**Pressure, stress and forces of hexagonal diamond with five potential sets**

The table gives the pressure and the largest force of one fixed, unrelaxed four-atom cell of hexagonal diamond, computed with PBE in ABINIT using four norm-conserving sets and one PAW set at their working cutoffs. The program tests whether the stress tensors of the five runs differ by an isotropic offset or by a scale factor, and whether central nearest-neighbour forces, $|\sigma_{zz}-\sigma_{xx}|=Fd/2V$, account for the anisotropy. The pressures spread by 3.74 GPa while the anisotropy stays within 0.095 GPa of spread around 24.84 GPa, so the offset model fits with an rms residual of 0.017 GPa against 1.33 GPa for the scale factor. The nearest-neighbour relation falls short by a factor of 26 to 37. Rows at equal cutoff still differ by up to 1.46 GPa, and the errors of potential and basis remain unseparated.

ABINIT calculations with the PBE functional for hexagonal diamond in a fixed 4-atom cell, without spin polarisation, spin-orbit coupling or dispersion correction. All runs use a 12×12×7 k mesh and Fermi-Dirac smearing of 0.05 eV. The basis is given as the plane-wave cutoff, and pressure is positive in compression.

## Numerical check

```python
# Table: pressure and largest force of one fixed hexagonal-diamond cell (4 C), ABINIT, PBE, five
# potential sets. Tested: rows differ by an isotropic stress offset (alternative: a scale factor);
# nominal cutoff and gap as causes; central nearest-neighbour forces for the anisotropy.
T = {
    'run_potentials': ['SPMS-NC-PBE-v1.0', 'SG15-NC-PBE-v1.2', 'JTH-PAW-PBE-v2.0', 'Ansatz-NC-PBE', 'PseudoDojo-NC-SR-PBE-v0.5-stringent'],
    'run_basis': ['897.976 eV', '1115.67 eV', '544.228 eV', '1115.67 eV', '1115.67 eV'],
    'result_pressure': [-0.4, 1.88, 2.65, 3.13, 3.34],  # GPa
    'result_largest_force': [0.044, 0.042, 0.031, 0.04, 0.043],  # eV/angstrom
    'd_median': [-3.05, -0.77, 0.0, 0.48, 0.69],  # GPa
}
import numpy as np
from scipy import constants as C
nm = [str(s).split('-')[0] for s in T['run_potentials']]
ec = np.array([float(str(s).split()[0]) for s in T['run_basis']])
P = np.array(T['result_pressure'], float); F = np.array(T['result_largest_force'], float)
# further outputs of the same runs: stress xx, zz (GPa, compression positive), mesh gap (eV)
X = {'SPMS': (-8.69132, 16.18969, 3.432335), 'SG15': (-6.39438, 18.41917, 3.418231),
     'JTH': (-5.60948, 19.17608, 3.376473), 'Ansatz': (-5.16141, 19.704, 3.384006),
     'PseudoDojo': (-4.94833, 19.90898, 3.434607)}
a, c, d = 2.522, 4.119, 1.544   # geometry of the same runs, A
B, w = 440.0, 1300.0            # rough recalled: bulk modulus (GPa), optical mode (1/cm) of diamond
G = C.e*1e21                    # GPa per eV/A^3
xx, zz, gap = (np.array([X[n][k] for n in nm]) for k in range(3))
i = {n: k for k, n in enumerate(nm)}
V = np.sqrt(3)/2*a*a*c/4; A = zz - xx; tr = (2*xx + zz)/3
print(f"c/a {c/a:.4f} (ideal {np.sqrt(8/3):.4f}); volume {V:.3f} A^3/atom; 3c/8 {3*c/8:.3f} A; 5c/8 {5*c/8:.3f} A")
print("rounding of table: pressure 0.005 GPa, force 0.0005 eV/A")
print("set, cutoff (Ha), plane waves per k, P, trace/3, xx, zz, zz-xx (GPa), gap (eV)")
Ha = C.physical_constants['Hartree energy in eV'][0]
for k, n in enumerate(nm):
    q = np.sqrt(2*C.m_e*ec[k]*C.e)/C.hbar*1e-10
    print(f" {n:10s} {ec[k]/Ha:4.0f} {4*V*q**3/(6*np.pi**2):5.0f} {P[k]:6.2f} {tr[k]:6.3f} {xx[k]:6.2f} {zz[k]:6.2f} {A[k]:6.3f} {gap[k]:.3f}")
print(f"spread: P {np.ptp(P):.2f} GPa, zz-xx {np.ptp(A):.3f} GPa (mean {A.mean():.2f}), ratio {np.ptp(P)/np.ptp(A):.0f}")
print(f"median P {np.median(P):.2f}, mean {P.mean():.2f}, spread without SPMS {np.ptp(np.delete(P, i['SPMS'])):.2f} GPa")
sl = np.polyfit(xx, zz, 1)[0]
print(f"slope of zz on xx {sl:.3f} (offset gives 1, scaling gives {zz.mean()/xx.mean():.2f})")
S = np.c_[xx, xx, zz]; m = S.mean(0)
r1 = S - m - (tr - tr.mean())[:, None]; r2 = S - np.outer(S@m/(m@m), m)
print("residuals xx, zz (GPa): common tensor + offset | common tensor x factor")
for k, n in enumerate(nm):
    print(f" {n:10s} {r1[k,0]:+.3f} {r1[k,2]:+.3f} | {r2[k,0]:+.2f} {r2[k,2]:+.2f}")
print(f"rms: offset {np.sqrt((r1**2).mean()):.3f}, factor {np.sqrt((r2**2).mean()):.2f} GPa; worst for offset: {nm[abs(r1).max(1).argmax()]}")
dp = lambda u, v: P[i[u]] - P[i[v]]
print(f"equal cutoff: Ansatz-SG15 {dp('Ansatz','SG15'):.2f}, PseudoDojo-SG15 {dp('PseudoDojo','SG15'):.2f}, PseudoDojo-Ansatz {dp('PseudoDojo','Ansatz'):.2f} GPa")
print(f"PseudoDojo-SPMS: P {dp('PseudoDojo','SPMS'):.2f} GPa, gap {1e3*(gap[i['PseudoDojo']]-gap[i['SPMS']]):.1f} meV; gap spread {1e3*np.ptp(gap):.0f} meV")
nc = np.array([n != 'JTH' for n in nm])
print(f"force: norm-conserving mean {F[nc].mean():.4f}, spread {np.ptp(F[nc]):.3f}; JTH lower by {F[nc].mean()-F[i['JTH']]:.3f} eV/A ({100*(1-F[i['JTH']]/F[nc].mean()):.0f} %)")
print(f"equal bond-force change that gives the P spread: {1.5*V*np.ptp(P)/G/d:.2f} eV/A; force spread {np.ptp(F):.3f} eV/A")
An = F*d/(2*V)*G
print("nearest-neighbour central forces, |zz-xx| = F d/2V: model (GPa), computed/model")
for k, n in enumerate(nm):
    print(f" {n:10s} {An[k]:.2f} {A[k]/An[k]:.0f}")
print(f"JTH less norm-conserving mean: size in model {abs(An[i['JTH']]-An[nc].mean()):.2f}, computed {A[i['JTH']]-A[nc].mean():+.2f} GPa")
print(f"with rough B {B:.0f} GPa: volume shift P/B (%), length shift (%), P^2V/2B (meV/atom)")
for k, n in enumerate(nm):
    print(f" {n:10s} {100*P[k]/B:+.2f} {100*P[k]/B/3:+.2f} {1e3*P[k]**2*V/(2*B*G):.2f}")
print(f"P spread as volume {100*np.ptp(P)/B:.1f} %, as length {100*np.ptp(P)/B/3:.1f} %, in a {a*np.ptp(P)/B/3:.3f} A")
K = 12*C.atomic_mass*(2*np.pi*C.c*w*100)**2/C.e*1e-20
print(f"rough stiffness {K:.0f} eV/A^2; displacement F/K {F.min()/K:.4f} to {F.max()/K:.4f} A")
# sphere data of the same runs (SPMS charges; radii 1.0584 and 0.7977 A)
print(f"SPMS sphere charges differ by {4.6926-4.6635:.3f} e, sum {2*(4.6926+4.6635):.1f} of 16 e; radius/half bond {1.0584/(d/2):.2f}, JTH {0.7977/(d/2):.2f}")
assert abs(tr - P).max() < 0.006
assert (xx < 0).all() and (zz > 0).all()
assert 0.95 < sl < 1.05 and np.ptp(A) < 0.05*np.ptp(P)
assert (A/An > 10).all()
```

Output:

```
c/a 1.6332 (ideal 1.6330); volume 5.672 A^3/atom; 3c/8 1.545 A; 5c/8 2.574 A
rounding of table: pressure 0.005 GPa, force 0.0005 eV/A
set, cutoff (Ha), plane waves per k, P, trace/3, xx, zz, zz-xx (GPa), gap (eV)
 SPMS         33  1386  -0.40 -0.398  -8.69  16.19 24.881 3.432
 SG15         41  1920   1.88  1.877  -6.39  18.42 24.814 3.418
 JTH          20   654   2.65  2.652  -5.61  19.18 24.786 3.376
 Ansatz       41  1920   3.13  3.127  -5.16  19.70 24.865 3.384
 PseudoDojo   41  1920   3.34  3.337  -4.95  19.91 24.857 3.435
spread: P 3.74 GPa, zz-xx 0.095 GPa (mean 24.84), ratio 39
median P 2.65, mean 2.12, spread without SPMS 1.46 GPa
slope of zz on xx 0.991 (offset gives 1, scaling gives -3.03)
residuals xx, zz (GPa): common tensor + offset | common tensor x factor
 SPMS       -0.013 +0.027 | -2.75 -1.82
 SG15       +0.009 -0.018 | -0.26 -0.17
 JTH        +0.018 -0.037 | +0.59 +0.39
 Ansatz     -0.008 +0.017 | +1.10 +0.72
 PseudoDojo -0.006 +0.011 | +1.33 +0.88
rms: offset 0.017, factor 1.33 GPa; worst for offset: JTH
equal cutoff: Ansatz-SG15 1.25, PseudoDojo-SG15 1.46, PseudoDojo-Ansatz 0.21 GPa
PseudoDojo-SPMS: P 3.74 GPa, gap 2.3 meV; gap spread 58 meV
force: norm-conserving mean 0.0422, spread 0.004; JTH lower by 0.011 eV/A (27 %)
equal bond-force change that gives the P spread: 0.13 eV/A; force spread 0.013 eV/A
nearest-neighbour central forces, |zz-xx| = F d/2V: model (GPa), computed/model
 SPMS       0.96 26
 SG15       0.92 27
 JTH        0.68 37
 Ansatz     0.87 29
 PseudoDojo 0.94 27
JTH less norm-conserving mean: size in model 0.25, computed -0.07 GPa
with rough B 440 GPa: volume shift P/B (%), length shift (%), P^2V/2B (meV/atom)
 SPMS       -0.09 -0.03 0.01
 SG15       +0.43 +0.14 0.14
 JTH        +0.60 +0.20 0.28
 Ansatz     +0.71 +0.24 0.39
 PseudoDojo +0.76 +0.25 0.45
P spread as volume 0.8 %, as length 0.3 %, in a 0.007 A
rough stiffness 75 eV/A^2; displacement F/K 0.0004 to 0.0006 A
SPMS sphere charges differ by 0.029 e, sum 18.7 of 16 e; radius/half bond 1.37, JTH 1.03
```
